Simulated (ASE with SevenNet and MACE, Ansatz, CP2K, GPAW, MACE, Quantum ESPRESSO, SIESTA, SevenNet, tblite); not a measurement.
**Machine-learned potentials on random packing of Li52Si48 (at. %) (94 atoms): settings against a plane-wave reference**

How do the settings of machine-learned potentials change the result for random packing of Li52Si48 (at. %) (94 atoms)? A plane-wave run serves as the yardstick.

Program: ASE with SevenNet and MACE. Level of theory: the method is named at each step. Results are calculated unless marked as measured.

## Step 1: The starting structure

The cell holds 94 atoms: 49 Li and 45 Si. Its edges and angles: a = 12.109 Å, b = 12.109 Å, c = 12.109 Å, α = 90.0°, β = 90.0°, γ = 90.0°. 94 atoms (49 Li, 45 Si) packed at random in a cube at 1.5 g/cm³ and pushed apart as soft spheres; a start for melting by ab initio MD, not an equilibrated structure. Then every atom was moved at random, 0.05 Å r.m.s. a Cartesian component.

The yardstick, on the same geometry:

```
method                 : Kohn-Sham DFT, PBE, SSSP efficiency 1.3.0 pseudopotentials, plane waves (Quantum ESPRESSO 7.5); sssp-pbe-1.3.0-efficiency, cutoffs 45/360 Ry, Γ point
r.m.s. force component : 0.979 eV/Å
longest force          : 8.411 eV/Å
pressure               : 2.16 GPa
time                   : 3.1 min on 4 MPI ranks of Arm Neoverse V1, shared host
CPU time               : 12 min
```

## Step 2: SevenNet l3i5 potential

Method: machine-learned interatomic potential SevenNet l3i5, trained on PBE(+U) plane-wave data.

The input, run.py:

```python
import numpy as np
from ase.io import read
import mlip  # loads the published weights by name

atoms = read("structure.xyz")
atoms.calc = mlip.calc("7net-l3i5")
energy = atoms.get_potential_energy()
forces = atoms.get_forces()
print(f"energy {energy:.6f} eV")
print("forces (eV/A)")
for i, (a, f) in enumerate(zip(atoms, forces)):
    print(f"{i:4d} {a.symbol:2s} {f[0]:10.5f} {f[1]:10.5f} {f[2]:10.5f}")
stress = -atoms.get_stress(voigt=False) * 160.21766
print("stress (GPa, compression positive)")
for row in stress:
    print(" ".join(f"{x:10.4f}" for x in row))
```

The input, structure.xyz:

```xyz
94
Lattice="12.10910 0.00000 0.00000 0.00000 12.10910 0.00000 0.00000 0.00000 12.10910" Properties=species:S:1:pos:R:3 pbc="T T T"
Li 6.12745 10.18509 11.85021
Li 9.82593 7.05125 4.50810
Li 6.56640 3.48899 11.40580
Li 0.85660 8.83189 0.45143
Li 5.19190 2.63603 3.29779
Li 6.79308 4.92695 7.94078
Li 5.62262 11.64072 7.94006
Li 12.05752 2.80168 0.24230
Li 3.28459 2.38695 8.05776
Li 0.51016 6.80362 2.15578
Li 0.55193 0.01017 5.04768
Li 9.53119 2.48249 0.63113
Li 8.16359 10.76136 1.42052
Li 11.55438 2.99591 2.61641
Li 6.93440 1.16514 0.29813
Li 1.47101 1.53422 2.96903
Li 5.23985 9.71513 5.28768
Li 4.05703 3.35822 11.91257
Li 10.56507 5.96761 10.27954
Li 9.24639 3.70490 3.18905
Li 10.19162 0.94996 3.51297
Li 8.37683 8.52129 5.90948
Li 4.18866 1.16756 5.03412
Li 5.49075 6.87470 7.13759
Li 3.29210 10.52596 0.54394
Li 4.02955 7.14195 5.19819
Li 10.42230 6.50791 7.84040
Li 9.49971 4.91206 0.15403
Li 2.99107 8.70547 2.27215
Li 3.62655 0.81555 2.59450
Li 0.79387 11.31099 11.36439
Li 0.26967 12.02494 8.96073
Li 11.07050 9.15593 4.13828
Li 4.85078 5.04453 4.03584
Li 0.74423 5.05167 11.83471
Li 10.73520 3.53622 10.11170
Li 10.66896 0.58838 6.52777
Li 2.83074 9.17167 5.75315
Li 7.48137 2.22529 4.38810
Li 7.86365 6.46444 11.47131
Li 8.43956 11.87648 5.47283
Li 9.16150 0.79072 10.29637
Li 5.22592 6.31223 1.72022
Li 3.98450 4.70390 8.52069
Li 8.20670 2.86865 8.06175
Li 10.91853 3.59543 5.26927
Li 8.02288 7.78530 2.91079
Li 1.87631 9.67723 8.97478
Li 8.96570 4.83759 6.23134
Si 1.87534 3.74171 1.71489
Si 5.25656 6.52305 9.45575
Si 7.09993 8.38664 10.28268
Si 0.97914 2.70820 5.00711
Si 11.60197 5.56667 4.50071
Si 7.04289 10.34795 6.51675
Si 5.68801 3.44734 6.48261
[... 34 atom lines left out ...]
Si 0.12908 11.75455 1.50855
Si 1.62722 1.41095 10.66836
Si 1.73087 3.93267 9.49935
Si 3.41501 5.46411 0.45227
```

Started as:

```
$ OMP_NUM_THREADS=1 python run.py > output.txt
```

What it wrote:

```text
energy -302.759369 eV
forces (eV/A)
   0 Li   -0.55479    0.29214   -0.55215
   1 Li    0.20775    0.02769    0.33868
   2 Li    0.11904    0.41282   -0.77672
   3 Li   -0.76462    0.16182   -0.77200
   4 Li    0.10493   -0.02174   -0.18961
   5 Li   -0.06249    0.36577    0.41693
   6 Li    0.02137   -0.27860    0.06672
   7 Li    0.35195   -0.91915   -0.34230
   8 Li   -0.07046   -0.10624   -1.08440
   9 Li   -0.55139   -0.32345   -0.33901
  10 Li   -1.09356   -0.49732   -0.78415
  11 Li   -1.00467    0.43312    0.35078
  12 Li   -0.18322    0.34936    0.10132
  13 Li    0.40340    0.80872    0.27435
  14 Li   -0.20444   -0.16310    0.08465
  15 Li   -0.31628   -0.24677    0.61000
  16 Li   -1.05529   -0.04031    0.95069
  17 Li   -0.52913   -0.34769    0.99489
  18 Li    0.30045   -0.12051   -0.03679
  19 Li   -0.58078   -0.58425    0.29774
  20 Li    0.36869   -0.36945   -0.57673
  21 Li   -0.10013    0.49512    0.15070
  22 Li   -0.47141    0.33424    1.00597
  23 Li    0.62183    0.66879   -0.63523
[...]
86 Si   -0.41980   -0.93318   -2.14942
  87 Si   -0.49584    0.23067    0.02858
  88 Si   -1.90782    0.12302   -0.39284
  89 Si    5.19863   -2.07009   -4.13240
  90 Si    0.18070    0.02067    1.24915
  91 Si    1.24317    0.89290   -0.35079
  92 Si   -1.08034   -0.92696    2.09203
  93 Si   -1.71497    0.44772    0.56403
stress (GPa, compression positive)
    1.4727     0.7236    -0.1218
    0.7236     2.6044    -0.3677
   -0.1218    -0.3677     1.8824
```

Wall time 12 s (1 thread of Arm Neoverse V1, shared host); peak memory 1.3 GiB.

Banners, paths, timers and routine set-up lines are dropped from the logs unmarked, and long logs keep their key lines alone; longer cuts are marked.

Against the reference:

```
r.m.s. force component                  : 1 eV/Å
r.m.s. difference of force components   : 200.7 meV/Å
longest difference of force vectors     : 855.4 meV/Å
force difference over r.m.s. force      : 20.5 %
slope of forces against the reference's : 1.001
correlation of force components         : 0.9797
pressure                                : 1.986 GPa
pressure difference                     : -0.1735 GPa
```

Length of the force difference by element (eV/Å):

```csv
element,atoms,mean,most
Li,49,0.23,0.50
Si,45,0.40,0.86
```

The surroundings of Li37, picked at random, nearest first, numbered as they follow in the input and with coordinates relative to it.

```csv
atom,x,y,z,distance (Å),Fx,Fy,Fz (eV/Å)
Li37,0.00,0.00,0.00,0.00,0.17,0.44,0.20
Li11,1.99,-0.58,-1.48,2.55,-1.09,-0.50,-0.78
Li41,-2.23,-0.82,-1.05,2.60,0.05,0.12,-0.17
Si86,1.28,2.15,0.77,2.62,0.78,0.78,0.95
Si75,-0.92,-1.51,1.94,2.63,2.29,3.23,-1.36
Si69,1.07,-2.45,0.07,2.67,-0.23,-0.78,0.31
Li32,1.71,-0.67,2.43,3.05,-0.06,0.35,-0.67
Li21,-0.48,0.36,-3.01,3.07,0.37,-0.37,-0.58
Si64,3.05,0.72,0.12,3.14,0.83,-1.24,0.74
```

Atoms are counted from 1 here, from 0 in the log.

Forces lie 20 % from the reference's, at 0.016 times its CPU time (on 1 against 4 cores).

## Step 3: MACE MP-0b2 small potential

Method: machine-learned interatomic potential MACE MP-0b2 small, trained on PBE(+U) plane-wave data.

run.py: that of step 2 with these lines changed.

```diff
@@ -5,3 +5,3 @@
 atoms = read("structure.xyz")
-atoms.calc = mlip.calc("7net-l3i5")
+atoms.calc = mlip.calc("mace-mp-0b2-small")
 energy = atoms.get_potential_energy()
```

structure.xyz is that of step 2.

What it wrote:

```text
energy -308.409638 eV
forces (eV/A)
   0 Li   -0.52042    0.42959   -0.53774
   1 Li   -0.10528    0.41229    0.35961
   2 Li    0.07377    0.30886   -0.56184
   3 Li   -0.57990    0.00819   -0.54736
   4 Li    0.15332   -0.05048   -0.20603
   5 Li   -0.04705    0.47522    0.54799
   6 Li    0.29339   -0.60571   -0.23796
   7 Li    0.15475   -0.51192   -0.40180
   8 Li    0.15782   -0.34626   -0.85222
   9 Li   -0.76288   -0.21680   -0.64172
  10 Li   -0.99076   -0.46165   -0.81766
  11 Li   -0.78909    0.39655    0.39392
  12 Li   -0.00112    0.25189   -0.16354
  13 Li    0.24254    0.64482    0.24582
  14 Li   -0.08447   -0.25854    0.03621
  15 Li   -0.26664   -0.17830    0.67419
  16 Li   -1.13041   -0.18490    0.99035
  17 Li   -0.45186   -0.27210    0.62734
  18 Li    0.18264   -0.69045    0.07081
  19 Li   -0.38402   -0.83879    0.22903
  20 Li    0.23228   -0.36039   -0.39412
  21 Li    0.24099    0.40654    0.08418
  22 Li   -0.43889    0.25171    0.58374
  23 Li    0.60334    0.55792   -0.71581
[...]
86 Si   -0.74421   -0.61247   -2.61187
  87 Si   -1.19654    0.26124   -0.10565
  88 Si   -1.88125   -0.10168   -0.19463
  89 Si    5.12137   -1.73159   -3.82322
  90 Si   -0.09007   -0.17070    1.14861
  91 Si    1.31086    0.97365   -0.57498
  92 Si   -1.43478   -1.10846    2.13764
  93 Si   -1.31134    0.63053    0.54493
stress (GPa, compression positive)
    0.1964     0.7152    -0.1963
    0.7152     1.2488    -0.2509
   -0.1963    -0.2509     0.1340
```

Wall time 8.4 s (1 thread); peak memory 0.66 GiB.

Against the reference:

```yaml
r_m_s_force_component: 0.9744 eV/Å
r_m_s_difference_of_force_components: 245.4 meV/Å
longest_difference_of_force_vectors: 1016 meV/Å
force_difference_over_r_m_s_force: 25.07 %
slope_of_forces_against_the_reference_s: 0.9639
correlation_of_force_components: 0.9685
pressure: 0.5264 GPa
pressure_difference: -1.634 GPa
```

Against the first run (20 %), the force difference from the reference is 25 %, at 0.70 times the CPU time.

## Step 4: SevenNet 0 potential

Method: machine-learned interatomic potential SevenNet 0, trained on PBE(+U) plane-wave data.

run.py: that of step 3 with these lines changed.

```diff
@@ -5,3 +5,3 @@
 atoms = read("structure.xyz")
-atoms.calc = mlip.calc("mace-mp-0b2-small")
+atoms.calc = mlip.calc("7net-0")
 energy = atoms.get_potential_energy()
```

structure.xyz is that of step 3.

What it wrote:

```text
energy -305.293701 eV
forces (eV/A)
   0 Li   -0.64060    0.07490   -0.36231
   1 Li    0.01142   -0.00371    0.31222
   2 Li    0.12817    0.33405   -0.67291
   3 Li   -0.67230    0.12395   -0.65206
   4 Li    0.09756    0.04316   -0.46765
   5 Li   -0.18299    0.36488    0.62246
   6 Li   -0.04705   -0.29235    0.30366
   7 Li    0.40867   -0.73076   -0.28018
   8 Li    0.08141   -0.33488   -0.91230
   9 Li   -0.59470   -0.35034   -0.42418
  10 Li   -0.91705   -0.36920   -0.59759
  11 Li   -0.91424    0.31131    0.40115
  12 Li    0.07031    0.26762   -0.05975
  13 Li    0.49614    0.80127    0.25084
  14 Li   -0.23254   -0.35289    0.23287
  15 Li   -0.38608   -0.22384    0.57753
  16 Li   -0.94992   -0.11657    0.86022
  17 Li   -0.53006   -0.59069    0.91219
  18 Li    0.19260   -0.13545    0.10346
  19 Li   -0.60524   -0.45208    0.13445
  20 Li    0.31874   -0.48447   -0.69642
  21 Li    0.01224    0.45364   -0.05909
  22 Li   -0.51037    0.14761    0.86214
  23 Li    0.62328    0.64999   -0.73387
[...]
86 Si   -0.64658   -0.31859   -2.40877
  87 Si   -0.55773    0.33370    0.00601
  88 Si   -1.83065    0.02462    0.19987
  89 Si    5.24263   -2.04162   -3.35986
  90 Si    0.00576   -0.06024    1.15301
  91 Si    1.20885    0.89404   -0.37575
  92 Si   -1.02603   -1.19379    2.15739
  93 Si   -1.36564    0.98950    0.37309
stress (GPa, compression positive)
    0.9515     0.5781    -0.1076
    0.5781     2.2957    -0.5168
   -0.1076    -0.5168     1.4427
```

It took 9.2 s on 1 thread; peak memory 0.84 GiB.

Compared with the plane-wave run:

* r.m.s. force component: 0.9925 eV/Å
* r.m.s. difference of force components: 231.6 meV/Å
* longest difference of force vectors: 967.9 meV/Å
* force difference over r.m.s. force: 23.65 %
* slope of forces against the reference's: 0.9859
* correlation of force components: 0.9725
* pressure: 1.563 GPa
* pressure difference: -0.5967 GPa

Against the first run (20 %), the force difference from the reference is 24 %, at 0.77 times the CPU time.

## Step 5: All runs compared

Differences are against the plane-wave reference, forces as r.m.s. over components; share is that over the reference's r.m.s. force, slope the least-squares factor from reference forces to these. Total energies of different programs have different zeros and aren't compared.

```csv
run,"Δ force, r.m.s. (meV/Å)",share (%),slope,Δ pressure (GPa),cores,CPU time,memory (GiB)
reference,-,-,-,-,4,12 min,4.5
SevenNet l3i5 potential,201,20.5,1.001,-0.173,1,12 s,1.3
MACE MP-0b2 small potential,245,25.1,0.964,-1.63,1,8.2 s,0.66
SevenNet 0 potential,232,23.7,0.986,-0.597,1,9.2 s,0.84
```

Times of the machine-learned potentials are mostly Python's start and the loading of weights.

CPU time is summed over cores on a shared host, where runs went side by side, so it is rough. Symmetry, cutoffs, thresholds, outputs and thread counts weren't matched or tuned between programs; memory under MPI is the largest rank's times the ranks.

## Step 6: What came out

```json
{"nearest in forces": "SevenNet l3i5 potential, 20 %", "its CPU time": "12 s"}
```

**Reading.** Machine-learned potentials differ by 20 % (SevenNet l3i5 potential) to 25 % (MACE MP-0b2 small potential); they were trained on other programs' data. The reference's pressure holds the uncorrected Pulay stress of its 45 Ry basis, so small pressure differences, and their order, may be the reference's own error. The electron count is odd in QE PBE, sssp-1.3.0-efficiency, 45/360 Ry, and they have no spin polarisation, so the unpaired electron is spread evenly over both spins. Machine-learned potentials mimic data converged in k, so the reference's own k-point error enters their differences. The reference's pressure of 2.2 GPa belongs to a cell and atoms that aren't relaxed at this level. The electronic-structure runs sample only Γ, in a cell whose shortest periodic width is 12 Å, which is coarse for a cell with partly filled levels.

[Also dropped from logs without a mark: logging warnings of Python, and SIESTA's first energy breakdown and zero terms.]

[Logs are printed without paths, hosts, clocks, repeated set-up lines and the standing remarks that a program may print on its own settings, such as how far it seeks lower states.]

[Hosts, paths, dates, database ids (printed as entryN), source tags and the programs' standing remarks are cut or masked in the printed files.]
